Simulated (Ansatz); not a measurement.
The system is NiO.

```
CELL_PARAMETERS angstrom
0.00000 2.08590 2.08590
2.08590 0.00000 2.08590
2.08590 2.08590 0.00000
ATOMIC_POSITIONS crystal
Ni 0.00000 0.00000 0.00000
O 0.50000 0.50000 0.50000
```

- Program: Ansatz 0.2.0
- Task: relaxation of cell and atoms
- Functional: BLYP
- Potentials or basis: Ansatz PAW
- Cutoff: 420 eV (not typed: the program's choice for these potentials)
- k mesh: 11 × 11 × 11
- Occupations: fermi-dirac, width 0.05 eV
- Spin: collinear spin, ferromagnetic start
- Starting moments: [1.0, 0.0] μB

At the start: volume 9.08 Å³/atom.

Q: How do energy, volume and symmetry change on relaxing?

A: It ends after 8 steps and the volume is 9.80 Å³/atom (+8.0 %); space group Fm-3m (No. 225, to 0.05 Å); moment 1.86 μB per cell.

Step by step:
```
step  energy change (eV)  largest force (eV/Å)  volume (Å³)
   1              0.0000                0.0000        18.15
   2             -0.0355                0.0000        18.75
   3             -0.0484                0.0000        19.49
   4             -0.0483                0.0000        19.51
   5             -0.0585                0.0000        19.51
   6             -0.0583                0.0000        19.60
   7             -0.0583                0.0000        19.60
   8             -0.0589                0.0000        19.60
```

Final structure:
```
Ni O
1.0
     0.00000    2.14014    2.14014
     2.14014    0.00000    2.14014
     2.14014    2.14014    0.00000
Ni O
1 1
Direct
  0.00000 0.00000 0.00000
  0.50000 0.50000 0.50000
```

Caveat: the plane-wave basis is chosen anew once the cell has moved, so the energies of steps on either side of that aren't comparable; the pressure holds a Pulay correction of +0.8 GPa for the finite cutoff; a cell with one magnetic atom can't hold antiferromagnetic order, which such compounds often take; the PAW data sets come from PBE, with cores solved anew for the run's functional, which leaves a small shift of forces and pressure.
